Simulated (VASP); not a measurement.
Level of theory: PBE GGA, VASP's PBE PAW potentials (set 64) (plane waves; VASP).

A VASP calculation is set up with these files.

### POSCAR
```
BeO
1
    2.7124979162     0.0000000000     0.0000000000
   -1.3562489581     2.3490925716     0.0000000000
    0.0000000000     0.0000000000     4.4060813206
Be O
2 2
Direct
  0.3333330000   0.6666670000   0.9986105227
  0.6666670000   0.3333330000   0.4986105227
  0.3333330000   0.6666670000   0.3763894773
  0.6666670000   0.3333330000   0.8763894773
```

INCAR:
```
ICHARG  =  11   # fixed density
ENCUT  =  520   # plane-wave cut-off (eV)
SIGMA  =  0.05
LORBIT  =  11
PREC  =  Accurate
LASPH  =  .TRUE.   # aspherical one-centre terms
LREAL  =  .FALSE.   # projection in real space or not
EDIFF  =  1E-7
LCHARG  =  .FALSE.
ISMEAR  =  0   # Gaussian
NELM  =  100   # most electronic steps
LWAVE  =  .FALSE.
GGA  =  PE
SYSTEM  =  BeO
ALGO  =  Normal
```

KPOINTS:
```
k-points along high-symmetry lines
10
Line-mode
Reciprocal
  0.000000   0.000000   0.000000 ! GAMMA
  0.500000   0.000000   0.000000 ! M

  0.500000   0.000000   0.000000 ! M
  0.333333   0.333333   0.000000 ! K

  0.333333   0.333333   0.000000 ! K
  0.000000   0.000000   0.000000 ! GAMMA

  0.000000   0.000000   0.000000 ! GAMMA
  0.000000   0.000000   0.500000 ! A

  0.000000   0.000000   0.500000 ! A
  0.500000   0.000000   0.500000 ! L

  0.500000   0.000000   0.500000 ! L
  0.333333   0.333333   0.500000 ! H

  0.333333   0.333333   0.500000 ! H
  0.000000   0.000000   0.500000 ! A

  0.500000   0.000000   0.500000 ! L
  0.500000   0.000000   0.000000 ! M

  0.333333   0.333333   0.500000 ! H
  0.333333   0.333333   0.000000 ! K
```

POTCAR, in this order: Be O (PBE.64 set). Program: vasp_std. Read from the step before: CHGCAR.

Output

**OSZICAR**
```
       N       E                     dE             d eps       ncg     rms          rms(c)
DAV:   1     0.624010077232E+02    0.62401E+02   -0.86916E+03  2168   0.126E+03
DAV:   2    -0.246397512883E+02   -0.87041E+02   -0.80207E+02  2992   0.271E+02
DAV:   3    -0.276464377217E+02   -0.30067E+01   -0.29940E+01  2828   0.520E+01
DAV:   4    -0.276710613276E+02   -0.24624E-01   -0.24599E-01  2640   0.530E+00
DAV:   5    -0.276714644643E+02   -0.40314E-03   -0.40284E-03  2740   0.550E-01
DAV:   6    -0.276714752236E+02   -0.10759E-04   -0.10756E-04  2616   0.803E-02
DAV:   7    -0.276714755653E+02   -0.34168E-06   -0.34166E-06  2740   0.123E-02
DAV:   8    -0.276714755777E+02   -0.12406E-07   -0.12416E-07  2088   0.217E-03
   1 F= -.27671476E+02 E0= -.27671476E+02  d E =-.155944E-20
```

OUTCAR:
```
 val. band max:        3.4678062526   @ k =   0.0000   0.0000   0.0000

 cond. band min:      10.9054025287   @ k =   0.0000   0.0000   0.0000



 k-point     1 :       0.0000    0.0000    0.0000
  band No.  band energies     occupation
      1     -15.1288      2.00000
      2     -13.3646      2.00000
      3      -2.6858      2.00000
      4       2.4762      2.00000
      5       2.4762      2.00000
      6       3.4307      2.00000
      7       3.4307      2.00000
      8       3.4678      2.00000
      9      10.9054      0.00000
     10      14.9072      0.00000
     11      17.6255      0.00000
     12      17.6264      0.00000

 k-point     2 :       0.0556    0.0000    0.0000
  band No.  band energies     occupation
      1     -15.0930      2.00000
      2     -13.3451      2.00000
      3      -2.6407      2.00000
      4       2.3242      2.00000
      5       2.4118      2.00000
      6       3.2582      2.00000
      7       3.4084      2.00000
      8       3.4412      2.00000
      9      11.0404      0.00000
     10      15.0399      0.00000
     11      17.6102      0.00000
     12      17.7157      0.00000

 k-point     3 :       0.1111    0.0000    0.0000
  band No.  band energies     occupation
      1     -14.9865      2.00000
      2     -13.2889      2.00000
      3      -2.5071      2.00000
      4       1.8924      2.00000
      5       2.2359      2.00000
      6       2.8046      2.00000
      7       3.3397      2.00000
      8       3.3597      2.00000
      9      11.3938      0.00000
     10      15.3818      0.00000
     11      17.3578      0.00000
     12      17.7356      0.00000

 k-point     4 :       0.1667    0.0000    0.0000
  band No.  band energies     occupation
      1     -14.8150      2.00000
      2     -13.2041      2.00000
      3      -2.2914      2.00000
      4       1.2534      2.00000
      5       1.9877      2.00000
      6       2.1944      2.00000
      7       3.2214      2.00000
...
```

The density is held fixed in this step, so its total energy and stress have no physical meaning.

The structure was generated: BeO was put into the wurtzite type (P6_3mc), which need not be its known phase. It was relaxed first, which changed the volume by +7 %.
